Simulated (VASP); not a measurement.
Si: relaxation of the atoms with LDA

The system is Si.

```
Si
1.0
     0.00000    1.92071    1.92071
     1.92071    0.00000    1.92071
     1.92071    1.92071    0.00000
Si
1
Direct
  0.00000 0.00000 0.00000
```

This isn't the form of Si at room conditions, which is diamond.

The cell isn't the ideal one: a relaxed cell with its volume scaled by 1.02.

- Program: VASP 6.6.1
- Task: relaxation of the atoms
- Functional: LDA
- Potentials or basis: VASP PAW LDA potentials, release 64 (Si)
- Cutoff: 600 eV
- k mesh: 16 × 16 × 16
- Occupations: methfessel-paxton, width 0.1 eV
- Spin: no spin polarisation
- Further INCAR settings: ALGO = Normal; EDIFF = 1e-07; IBRION = 2; EDIFFG = -0.01; NSW = 40

The pressure after relaxing is -1.9 GPa and the band gap on the k mesh is none (metal or under the smearing width).

Final structure:
```
CELL_PARAMETERS angstrom
0.00000 1.92071 1.92071
1.92071 0.00000 1.92071
1.92071 1.92071 0.00000
ATOMIC_POSITIONS crystal
Si 0.00000 0.00000 0.00000
```

Levels at points of the mesh, in eV from the Fermi level:
| k point | band 1 | band 2 | band 3 | band 4 | band 5 | band 6 |
| --- | --- | --- | --- | --- | --- | --- |
| (0.00, 0.00, 0.00) | -14.62 | 11.18 | 11.18 | 11.18 | 11.96 | 11.96 |
| (0.50, 0.00, 0.00) | -7.69 | -7.07 | 8.59 | 8.59 | 10.88 | 10.88 |
| (0.50, 0.50, 0.00) | -5.45 | -4.56 | 3.18 | 3.18 | 4.39 | 6.85 |

It took 6.3 s on 1 thread of AMD EPYC 9R45 (Zen 5), on a shared host, peak memory 0.09 GiB.

Caveat: the relaxation stopped at its first step, so nothing moved.
